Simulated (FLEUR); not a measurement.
# MgO (Fm-3m) in FLEUR: settings compared

Aim: see how the results for MgO move with the level of theory and the settings. Levels: r2SCAN, PBEsol. Tasks: band structure, equation of state.

Program: FLEUR MaX-R8.1 (later development tree). These are calculated values, not measurements. Logs are shortened: lines on timing, memory, paths and dates and some standing lists are left out, and cuts for length are marked.

**The experiment to reproduce.**

“Electronic structure of alkaline earth and post-transition metal oxides”, 2009, arxiv:0908.1581 quotes, for a bulk crystal of MgO: band gap 7.83 eV.

How close the calculation comes is told below.

## Step 1: The crystal as given

The structure is cubic, space group Fm-3m (No. 225). Conventional cell: a = 4.194 Å, b = 4.194 Å, c = 4.194 Å, α = 90.00°, β = 90.00°, γ = 90.00°. Around Mg (site symmetry m-3m) lie 6 O at 2.10 Å. O (site symmetry m-3m) is surrounded by 6 Mg at 2.10 Å.

The cell is a database's computed one.

## Step 2: Band structure, r2SCAN

Input file inp.xml:

```xml
<?xml version="1.0" encoding="UTF-8" standalone="no"?>
<fleurInput fleurInputVersion="0.39">
   <comment>
      MgO                                                                                                 
   </comment>
   <calculationSetup>
      <cutoffs Kmax="4.97" Gmax="15.4" GmaxXC="15.4" numbands="0"/>
      <scfLoop itmax="80" minDistance="0.0001" maxIterBroyd="30" imix="Anderson" alpha="0.05" precondParam="0.0" spinf="2.0" sdNocoIR="T"/>
      <coreElectrons ctail="F" frcor="F" kcrel="0" coretail_lmax="0"/>
      <xcFunctional name="LibXC" relativisticCorrections="F">
         <LibXCName exchange="mgga_x_r2scan" correlation="mgga_c_r2scan"/>
         <AuxGGA exchange="117" correlation="130"/>
      </xcFunctional>
      <magnetism jspins="1"/>
      <soc l_soc="F" theta="0.0" phi="0.0" spav="F"/>
      <expertModes spex="0" secvar="F"/>
      <geometryOptimization l_f="F" forcealpha="1.0" forcemix="BFGS" epsdisp="0.00001" epsforce="0.00001"/>
      <ldaU l_linMix="F" mixParam="0.05" spinf="1.0"/>
   </calculationSetup>
   <cell>
      <bzIntegration valenceElectrons="16.0" mode="hist" fermiSmearingEnergy="0.00183747">
         <kPointListSelection listName="default-1"/>
         <!-- k-points included here -->
         <xi:include xmlns:xi="http://www.w3.org/2001/XInclude" href="kpts.xml"> </xi:include>
      </bzIntegration>
      <!-- symmetry operations included here -->
[... 32 lines left out ...]
         </electronConfig>
         <energyParameters s="2" p="2" d="3" f="4"/>
         <lo type="SCLO" l="0" n="2" eDeriv="2"/>
         <lo type="SCLO" l="1" n="2" eDeriv="2"/>
         <lo type="SCLO" l="2" n="3" eDeriv="2"/>
      </species>
   </atomSpecies>
   <atomGroups>
      <atomGroup species="Magnesium (Mg)">
         <relPos label="                   1">.0000000000 .0000000000 .0000000000</relPos>
         <force calculate="T" relaxXYZ="TTT"/>
      </atomGroup>
      <atomGroup species="Oxygen (O)">
         <relPos label="                   2">1.000/2.000 1.000/2.000 1.000/2.000</relPos>
         <force calculate="T" relaxXYZ="TTT"/>
      </atomGroup>
   </atomGroups>
   <output dos="F" band="F" slice="F">
      <checks vchk="F" cdinf="F"/>
      <bandDOS minEnergy="-.5*Htr" maxEnergy="0.5*Htr" sigma="0.015" storeEVData="T"/>
      <vacuumDOS vacdos="F" integ="F" star="F" nstars="0" locx1="0.0" locy1="0.0" locx2="0.0" locy2="0.0" nstm="0" tworkf="0.0"/>
      <unfoldingBand unfoldBand="F" supercellX="1" supercellY="1" supercellZ="1"/>
      <plotting iplot="0" polar="F">
         <plot TwoD="T" vec1="  1.0  0.0  0.0" vec2="  0.0  1.0  0.0" vec3="  0.0  0.0  1.0" zero="  0.0  0.0  0.0" file="plot"/>
      </plotting>
      <chargeDensitySlicing numkpt="0" minEigenval="0.0" maxEigenval="0.0" nnne="0" pallst="F"/>
      <specialOutput eonly="F"/>
      <moessbauerParams electricFieldGradient="T" isomerShift="T" coreHyperfine="T" valenceHyperfine="T"/>
      <magneticCircularDichroism mcd="F" energyLo="-10.0" energyUp="0.0"/>
   </output>
  <!-- We include the file relax.xml here to enable relaxations (see documentation) -->
  <xi:include xmlns:xi="http://www.w3.org/2001/XInclude" href="relax.xml"> <xi:fallback/> </xi:include>
</fleurInput>
```

Input file crystal.txt:

```
MgO
&input cartesian=F /
0.0000000000  2.0970013927  2.0970013927
2.0970013927  0.0000000000  2.0970013927
2.0970013927  2.0970013927  0.0000000000
1.8897261246
1.0 1.0 1.0

2
12 0.0000000000  0.0000000000  0.0000000000
8 0.5000000000  0.5000000000  0.5000000000

&kpt div1=11 div2=11 div3=11 gamma=T /
```

Input file inp.xml (bands):

```
<?xml version="1.0" encoding="UTF-8" standalone="no"?>
<fleurInput fleurInputVersion="0.39">
   <comment>
      MgO                                                                                                 
   </comment>
   <calculationSetup>
      <cutoffs Kmax="4.97" Gmax="15.4" GmaxXC="15.4" numbands="0"/>
      <scfLoop itmax="80" minDistance="0.0001" maxIterBroyd="30" imix="Anderson" alpha="0.05" precondParam="0.0" spinf="2.0" sdNocoIR="T"/>
      <coreElectrons ctail="F" frcor="F" kcrel="0" coretail_lmax="0"/>
      <xcFunctional name="LibXC" relativisticCorrections="F">
         <LibXCName exchange="mgga_x_r2scan" correlation="mgga_c_r2scan"/>
         <AuxGGA exchange="117" correlation="130"/>
      </xcFunctional>
      <magnetism jspins="1"/>
      <soc l_soc="F" theta="0.0" phi="0.0" spav="F"/>
      <expertModes spex="0" secvar="F"/>
      <geometryOptimization l_f="F" forcealpha="1.0" forcemix="BFGS" epsdisp="0.00001" epsforce="0.00001"/>
      <ldaU l_linMix="F" mixParam="0.05" spinf="1.0"/>
   </calculationSetup>
   <cell>
      <bzIntegration valenceElectrons="16.0" mode="hist" fermiSmearingEnergy="0.00183747">
         <kPointListSelection listName="path-1"/>
         <!-- k-points included here -->
         <xi:include xmlns:xi="http://www.w3.org/2001/XInclude" href="kpts.xml"> </xi:include>
      </bzIntegration>
      <!-- symmetry operations included here -->
      <xi:include xmlns:xi="http://www.w3.org/2001/XInclude" href="sym.xml"> </xi:include>
[... 31 lines left out ...]
         </electronConfig>
         <energyParameters s="2" p="2" d="3" f="4"/>
         <lo type="SCLO" l="0" n="2" eDeriv="2"/>
         <lo type="SCLO" l="1" n="2" eDeriv="2"/>
         <lo type="SCLO" l="2" n="3" eDeriv="2"/>
      </species>
   </atomSpecies>
   <atomGroups>
      <atomGroup species="Magnesium (Mg)">
         <relPos label="                   1">.0000000000 .0000000000 .0000000000</relPos>
         <force calculate="T" relaxXYZ="TTT"/>
      </atomGroup>
      <atomGroup species="Oxygen (O)">
         <relPos label="                   2">1.000/2.000 1.000/2.000 1.000/2.000</relPos>
         <force calculate="T" relaxXYZ="TTT"/>
      </atomGroup>
   </atomGroups>
   <output dos="F" band="T" slice="F">
      <checks vchk="F" cdinf="F"/>
      <bandDOS minEnergy="-.5*Htr" maxEnergy="0.5*Htr" sigma="0.015" storeEVData="T"/>
      <vacuumDOS vacdos="F" integ="F" star="F" nstars="0" locx1="0.0" locy1="0.0" locx2="0.0" locy2="0.0" nstm="0" tworkf="0.0"/>
      <unfoldingBand unfoldBand="F" supercellX="1" supercellY="1" supercellZ="1"/>
      <plotting iplot="0" polar="F">
         <plot TwoD="T" vec1="  1.0  0.0  0.0" vec2="  0.0  1.0  0.0" vec3="  0.0  0.0  1.0" zero="  0.0  0.0  0.0" file="plot"/>
      </plotting>
      <chargeDensitySlicing numkpt="0" minEigenval="0.0" maxEigenval="0.0" nnne="0" pallst="F"/>
      <specialOutput eonly="F"/>
      <moessbauerParams electricFieldGradient="T" isomerShift="T" coreHyperfine="T" valenceHyperfine="T"/>
      <magneticCircularDichroism mcd="F" energyLo="-10.0" energyUp="0.0"/>
   </output>
  <!-- We include the file relax.xml here to enable relaxations (see documentation) -->
  <xi:include xmlns:xi="http://www.w3.org/2001/XInclude" href="relax.xml"> <xi:fallback/> </xi:include>
</fleurInput>
```

Potentials or basis: all-electron, FLAPW.

Run with:

```
inpgen -f crystal.txt -profile fastHighL
# inp.xml edited to the form shown
fleur_MPI
fleur_MPI   # second run, on inp.xml (bands)
```

What it wrote:

```text
Welcome to FLEUR        (www.flapw.de)
      MaX-Release 8.1          (www.max-centre.eu)
 func_ids         498         497         498         497
 MetaGGA potential functional detected - V_tau will be computed
 Auxiliary Potential for radial basis: exchange=         117  correlation=         130
The functional 'Re-regularized SCAN exchange by Furness et al' is an exchange functional, it belongs to the 'MGGA' family and is defined in the reference(s):
[1] J. W. Furness, A. D. Kaplan, J. Ning, J. P. Perdew, and J. Sun.,  J. Phys. Chem. Lett. 11, 8208-8215 (2020)
[2] J. W. Furness, A. D. Kaplan, J. Ning, J. P. Perdew, and J. Sun.,  J. Phys. Chem. Lett. 11, 9248-9248 (2020)
The functional 'Re-regularized SCAN correlation by Furness et al' is a correlation functional, it belongs to the 'MGGA' family and is defined in the reference(s):
[1] J. W. Furness, A. D. Kaplan, J. Ning, J. P. Perdew, and J. Sun.,  J. Phys. Chem. Lett. 11, 8208-8215 (2020)
[2] J. W. Furness, A. D. Kaplan, J. Ning, J. P. Perdew, and J. Sun.,  J. Phys. Chem. Lett. 11, 9248-9248 (2020)
 Using same functional for VXC and EXC

 ========== k-point set info ==========
 Selected k-point list: default-1
 k-point list type: mesh
 11 x 11 x 11
 Number of k points: 56

 ------------Calculation Setup---------------------------
 Number of MPI-tasks      :            1
 Number of PE/node        :            1
 Number of OMP-threads    :            1
 Most efficient MPI parallelization for:
           1           2           4           7           8          14          28          56
 Additional eigenvalue parallelization possible
 Number of basis functions:          341
 Approximate size of matrices (H+S) per k-point:         0.002 GB
 --------------------------------------------------------
The functional 'Hammer, Hansen, and Norskov' is an exchange functional, it belongs to the 'GGA' family and is defined in the reference(s):
[1] B. Hammer, L. B. Hansen, and J. K. Nørskov.,  Phys. Rev. B 59, 7413 (1999)
The functional 'Perdew, Burke & Ernzerhof' is a correlation functional, it belongs to the 'GGA' family and is defined in the reference(s):
[1] J. P. Perdew, K. Burke, and M. Ernzerhof.,  Phys. Rev. Lett. 77, 3865 (1996)
[2] J. P. Perdew, K. Burke, and M. Ernzerhof.,  Phys. Rev. Lett. 78, 1396 (1997)
 Using same functional for VXC and EXC
 Using auxiliary GGA potential for the first iteration of MetaGGA calculation.
 Reset of history
 Reset of history
 Iteration:     1   Distance:      28.21359189 me/bohr^3
The functional 'Hammer, Hansen, and Norskov' is an exchange functional, it belongs to the 'GGA' family and is defined in the reference(s):
[1] B. Hammer, L. B. Hansen, and J. K. Nørskov.,  Phys. Rev. B 59, 7413 (1999)
The functional 'Perdew, Burke & Ernzerhof' is a correlation functional, it belongs to the 'GGA' family and is defined in the reference(s):
[1] J. P. Perdew, K. Burke, and M. Ernzerhof.,  Phys. Rev. Lett. 77, 3865 (1996)
[2] J. P. Perdew, K. Burke, and M. Ernzerhof.,  Phys. Rev. Lett. 78, 1396 (1997)
 Using same functional for VXC and EXC
 Iteration:     2   Distance:      24.10526039 me/bohr^3
The functional 'Hammer, Hansen, and Norskov' is an exchange functional, it belongs to the 'GGA' family and is defined in the reference(s):
[1] B. Hammer, L. B. Hansen, and J. K. Nørskov.,  Phys. Rev. B 59, 7413 (1999)
The functional 'Perdew, Burke & Ernzerhof' is a correlation functional, it belongs to the 'GGA' family and is defined in the reference(s):
[1] J. P. Perdew, K. Burke, and M. Ernzerhof.,  Phys. Rev. Lett. 77, 3865 (1996)
[2] J. P. Perdew, K. Burke, and M. Ernzerhof.,  Phys. Rev. Lett. 78, 1396 (1997)
 Using same functional for VXC and EXC
 Iteration:     3   Distance:      21.19105839 me/bohr^3
The functional 'Hammer, Hansen, and Norskov' is an exchange functional, it belongs to the 'GGA' family and is defined in the reference(s):
[1] B. Hammer, L. B. Hansen, and J. K. Nørskov.,  Phys. Rev. B 59, 7413 (1999)
The functional 'Perdew, Burke & Ernzerhof' is a correlation functional, it belongs to the 'GGA' family and is defined in the reference(s):
[1] J. P. Perdew, K. Burke, and M. Ernzerhof.,  Phys. Rev. Lett. 77, 3865 (1996)
[2] J. P. Perdew, K. Burke, and M. Ernzerhof.,  Phys. Rev. Lett. 78, 1396 (1997)
 Using same functional for VXC and EXC
 Iteration:     4   Distance:       8.74623886 me/bohr^3
The functional 'Hammer, Hansen, and Norskov' is an exchange functional, it belongs to the 'GGA' family and is defined in the reference(s):
[1] B. Hammer, L. B. Hansen, and J. K. Nørskov.,  Phys. Rev. B 59, 7413 (1999)
The functional 'Perdew, Burke & Ernzerhof' is a correlation functional, it belongs to the 'GGA' family and is defined in the reference(s):
[1] J. P. Perdew, K. Burke, and M. Ernzerhof.,  Phys. Rev. Lett. 77, 3865 (1996)
[2] J. P. Perdew, K. Burke, and M. Ernzerhof.,  Phys. Rev. Lett. 78, 1396 (1997)
 Using same functional for VXC and EXC
 Iteration:     5   Distance:       4.19389939 me/bohr^3
The functional 'Hammer, Hansen, and Norskov' is an exchange functional, it belongs to the 'GGA' family and is defined in the reference(s):
[1] B. Hammer, L. B. Hansen, and J. K. Nørskov.,  Phys. Rev. B 59, 7413 (1999)
The functional 'Perdew, Burke & Ernzerhof' is a correlation functional, it belongs to the 'GGA' family and is defined in the reference(s):
[1] J. P. Perdew, K. Burke, and M. Ernzerhof.,  Phys. Rev. Lett. 77, 3865 (1996)
[2] J. P. Perdew, K. Burke, and M. Ernzerhof.,  Phys. Rev. Lett. 78, 1396 (1997)
 Using same functional for VXC and EXC
 Iteration:     6   Distance:       0.79344034 me/bohr^3
The functional 'Hammer, Hansen, and Norskov' is an exchange functional, it belongs to the 'GGA' family and is defined in the reference(s):
[1] B. Hammer, L. B. Hansen, and J. K. Nørskov.,  Phys. Rev. B 59, 7413 (1999)
The functional 'Perdew, Burke & Ernzerhof' is a correlation functional, it belongs to the 'GGA' family and is defined in the reference(s):
[1] J. P. Perdew, K. Burke, and M. Ernzerhof.,  Phys. Rev. Lett. 77, 3865 (1996)
[2] J. P. Perdew, K. Burke, and M. Ernzerhof.,  Phys. Rev. Lett. 78, 1396 (1997)
 Using same functional for VXC and EXC
[... 19 lines left out ...]
[2] J. P. Perdew, K. Burke, and M. Ernzerhof.,  Phys. Rev. Lett. 78, 1396 (1997)
 Using same functional for VXC and EXC
 Iteration:    10   Distance:       0.02747870 me/bohr^3
The functional 'Hammer, Hansen, and Norskov' is an exchange functional, it belongs to the 'GGA' family and is defined in the reference(s):
[1] B. Hammer, L. B. Hansen, and J. K. Nørskov.,  Phys. Rev. B 59, 7413 (1999)
The functional 'Perdew, Burke & Ernzerhof' is a correlation functional, it belongs to the 'GGA' family and is defined in the reference(s):
[1] J. P. Perdew, K. Burke, and M. Ernzerhof.,  Phys. Rev. Lett. 77, 3865 (1996)
[2] J. P. Perdew, K. Burke, and M. Ernzerhof.,  Phys. Rev. Lett. 78, 1396 (1997)
 Using same functional for VXC and EXC
 Iteration:    11   Distance:       0.04354363 me/bohr^3
The functional 'Hammer, Hansen, and Norskov' is an exchange functional, it belongs to the 'GGA' family and is defined in the reference(s):
[1] B. Hammer, L. B. Hansen, and J. K. Nørskov.,  Phys. Rev. B 59, 7413 (1999)
The functional 'Perdew, Burke & Ernzerhof' is a correlation functional, it belongs to the 'GGA' family and is defined in the reference(s):
[1] J. P. Perdew, K. Burke, and M. Ernzerhof.,  Phys. Rev. Lett. 77, 3865 (1996)
[2] J. P. Perdew, K. Burke, and M. Ernzerhof.,  Phys. Rev. Lett. 78, 1396 (1997)
 Using same functional for VXC and EXC
 Iteration:    12   Distance:       0.00111728 me/bohr^3
The functional 'Hammer, Hansen, and Norskov' is an exchange functional, it belongs to the 'GGA' family and is defined in the reference(s):
[1] B. Hammer, L. B. Hansen, and J. K. Nørskov.,  Phys. Rev. B 59, 7413 (1999)
The functional 'Perdew, Burke & Ernzerhof' is a correlation functional, it belongs to the 'GGA' family and is defined in the reference(s):
[1] J. P. Perdew, K. Burke, and M. Ernzerhof.,  Phys. Rev. Lett. 77, 3865 (1996)
[2] J. P. Perdew, K. Burke, and M. Ernzerhof.,  Phys. Rev. Lett. 78, 1396 (1997)
 Using same functional for VXC and EXC
 Iteration:    13   Distance:       0.00295791 me/bohr^3
The functional 'Hammer, Hansen, and Norskov' is an exchange functional, it belongs to the 'GGA' family and is defined in the reference(s):
[1] B. Hammer, L. B. Hansen, and J. K. Nørskov.,  Phys. Rev. B 59, 7413 (1999)
The functional 'Perdew, Burke & Ernzerhof' is a correlation functional, it belongs to the 'GGA' family and is defined in the reference(s):
[1] J. P. Perdew, K. Burke, and M. Ernzerhof.,  Phys. Rev. Lett. 77, 3865 (1996)
[2] J. P. Perdew, K. Burke, and M. Ernzerhof.,  Phys. Rev. Lett. 78, 1396 (1997)
 Using same functional for VXC and EXC
 Iteration:    14   Distance:       0.00003707 me/bohr^3

 ********************************************************************
 Run finished successfully
 Stop message:
   all done
 ********************************************************************
```

Run time: 22 s. Hardware: 1 thread of Intel Xeon 6975P-C (Granite Rapids), shared host; peak memory 0.07 GiB.

Results:

- Free energy: -7506.7269 eV
- Band gap on the k mesh: 5.74 eV, direct
- Band gap along the path: 5.74 eV, direct
- Valence electrons inside the program's atomic spheres: Mg 8.36; O 5.59 (radii Mg 1.97, O 1.7 bohr)

Levels at the corners of the path, in eV from the valence-band top:
```
point  band 4  band 5  band 6  band 7  band 8  band 9  band 10  band 11  band 12  band 13
    Γ  -40.13  -18.26    0.00    0.00    0.00    5.74    16.92    16.92    16.92    21.07
    X  -40.15  -16.73   -4.13   -1.39   -1.39   10.05    11.24    14.43    20.63    20.63
    W  -40.16  -16.67   -2.99   -2.99   -1.80   12.78    12.78    13.55    16.88    23.54
    K  -40.15  -16.71   -3.53   -2.74   -1.18   11.13    13.11    13.78    19.68    19.73
    Γ  -40.13  -18.26    0.00    0.00    0.00    5.74    16.92    16.92    16.92    21.07
    L  -40.13  -16.95   -4.66   -0.69   -0.69    8.89    13.96    17.62    17.62    22.61
    U  -40.15  -16.71   -3.53   -2.74   -1.18   11.13    13.11    13.78    19.68    19.73
    W  -40.16  -16.67   -2.99   -2.99   -1.80   12.78    12.78    13.55    16.88    23.54
    L  -40.13  -16.95   -4.66   -0.69   -0.69    8.89    13.96    17.62    17.62    22.61
    K  -40.15  -16.71   -3.53   -2.74   -1.18   11.13    13.11    13.78    19.68    19.73
    U  -40.15  -16.71   -3.53   -2.74   -1.18   11.13    13.11    13.78    19.68    19.73
    X  -40.15  -16.73   -4.13   -1.39   -1.39   10.05    11.24    14.43    20.63    20.63
```

Core levels (eV from the Fermi level):
| atom | levels |
| --- | --- |
| 1 Mg | 1s1/2 -1251.7 |
| 2 O | 1s1/2 -502.9 |

Caveat: the meta-GGA is that of a development version, with a GGA for the radial functions and cores and without core tails.

[end of part 1 of 2]
